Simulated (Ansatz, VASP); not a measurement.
# HfO2: VASP beside Ansatz

```
CELL_PARAMETERS angstrom
0.00000 2.54895 2.54895
2.54895 0.00000 2.54895
2.54895 2.54895 0.00000
ATOMIC_POSITIONS crystal
Hf 0.00000 0.00000 0.00000
O 0.25000 0.25000 0.25000
O 0.75000 0.75000 0.75000
```

Change from the starting cell: volume scaled by 0.99, crystal datasets.

Alike in both runs: task electric field gradients; functional LDA; k mesh 9 × 9 × 9; occupations fermi-dirac, width 0.01 eV; no spin polarisation.

|  | VASP | Ansatz |
| --- | --- | --- |
| version | VASP 6.6.1 | Ansatz 0.2.0 |
| potentials or method | VASP PAW LDA potentials, release 64 (Hf_pv, O), cutoff 520 eV | all-electron PAW with datasets made for the crystal, scalar-relativistic |

|  | VASP | Ansatz | Ansatz less VASP |
| --- | --- | --- | --- |
| gap on the k mesh at the Fermi level (eV) | 3.66 | 3.63 | -0.027 |
| pressure (GPa) | -17.2 | -14.3 | +2.92 |
| Vzz of the field gradient on the site that differs most (V/Å²) | 0.0 | 0.0 | 0.00 |

Ansatz ran all-electron here, so the differences hold the error of VASP's frozen core and of both bases. Ansatz warned: «gradients_without_spin_orbit».

Caveats: so large a pressure means that the cell lies far from this level's equilibrium, or that cutoff or potentials fall short (VASP); spin-orbit coupling is left out, which moves the levels of the heavy elements; an odd mesh through Γ misses points on the zone boundary, where band edges often lie.
